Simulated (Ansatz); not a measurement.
Fe (fcc)

The computed numbers are results of r²SCAN, scalar-relativistic (collinear spin) in the plane-wave PAW code Ansatz at 500 eV, Γ-centred 20×20×20 mesh, 0.05 eV Gaussian smearing. The datasets are Ansatz's generated set soft_2.

```
CELL_PARAMETERS angstrom
0.00000 1.82372 1.82372
1.82372 0.00000 1.82372
1.82372 1.82372 0.00000
ATOMIC_POSITIONS crystal
Fe 0.00000 0.00000 0.00000
```

At room temperature and ambient pressure Fe is bcc.

The cell is relaxed to zero pressure at this level.

```yaml
Space_group: Fm-3m (No. 225)
Volume: 12.13 Å³/atom
```

(1) What does r²SCAN give for the site spin moments?

(2) Estimate the band gap at this level of theory (r²SCAN).

Answers:

(1) Fe 2.93 μB.

(2) zero (metallic).

**The experiment.** The Crystallography Open Database holds a cell as deposited of cubic Fe (space group Fm-3m), temperature not stated (2004, doi:10.1039/b315257j): a = 3.623 Å, 11.89 Å³/atom.

**Comparison.** The computed cell (3.647 Å, 12.13 Å³/atom) differs from the database's by +2.1 % in volume, about +0.7 % in length. The static lattice lacks zero-point motion and thermal expansion, so this level's own overestimate is larger than the figure.

The run wasn't fully tested for a lower electronic state. Site moments are of spin, integrated over atomic spheres.
